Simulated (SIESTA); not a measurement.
**NiO under changes of volume**

One of the cells (9.076 Å³/atom); the others are scaled copies at fixed shape and fractional positions:

```xyz
2
Lattice="0.0000 2.0859 2.0859 2.0859 0.0000 2.0859 2.0859 2.0859 0.0000" Properties=species:S:1:pos:R:3 pbc="T T T"
Ni    0.0000    0.0000    0.0000
O     2.0859    2.0859    2.0859
```

| Quantity | Value |
| --- | --- |
| Program | SIESTA 5.4.2 |
| Functional | vdW-DF-cx |
| Potentials or basis | PseudoDojo 0.4 standard (PBE files) |
| Basis | DZP (energy shift 0.003 Ry; two zetas on semicore shells) |
| Grid cutoff | 800 Ry |
| Energy shift | 0.003 Ry |
| k mesh | 8 × 8 × 8 |
| Occupations | fermi-dirac, width 0.05 eV |
| Spin | collinear spin, ferromagnetic start |
| Starting moments | [1.0, 0.0] μB |

| volume (Å³/atom) | energy over the lowest point (meV/atom) | pressure (GPa) | moment (μB per cell) |
| --- | --- | --- | --- |
| 8.531 | 3.72 | 5.9 | 0.76 |
| 8.713 | 0.00 | 1.3 | 0.78 |
| 8.894 | 1.13 | -2.7 | 0.81 |
| 9.076 | 6.66 | -6.8 | 0.97 |
| 9.257 | ? | ? | ? |
| 9.439 | 29.60 | -12.0 | 1.16 |

Question: What does the run at 9.257 Å³/atom give?

Answer: Energy over the lowest point 16.44 meV/atom; pressure -10.3 GPa; moment 1.03 μB per cell.

Worked out: A Birch-Murnaghan fit of order 3 (a polynomial in V^(-2/3)) to the other rows has its minimum at 8.76 Å³/atom with B0 = V·E''(V) = 200 GPa and B' = 3.1. It gives 16.24 meV/atom at 9.257 Å³/atom, against the run's 16.44, and -dE/dV = -10.2 GPa, against -10.3. A parabola through the other rows of the moment, of slope 0.657 μB per Å³/atom there, gives 1.04 μB, against the run's 1.03.

Energies are extrapolated to zero smearing.

Caveats: short orbitals over semicore shells can move pressures by several GPa; the potentials were made for another functional, which shifts forces and pressure; the basis of atomic orbitals isn't converged, which shifts pressures, moduli and gaps; a cell with one magnetic atom can't hold antiferromagnetic order, which such compounds often take.
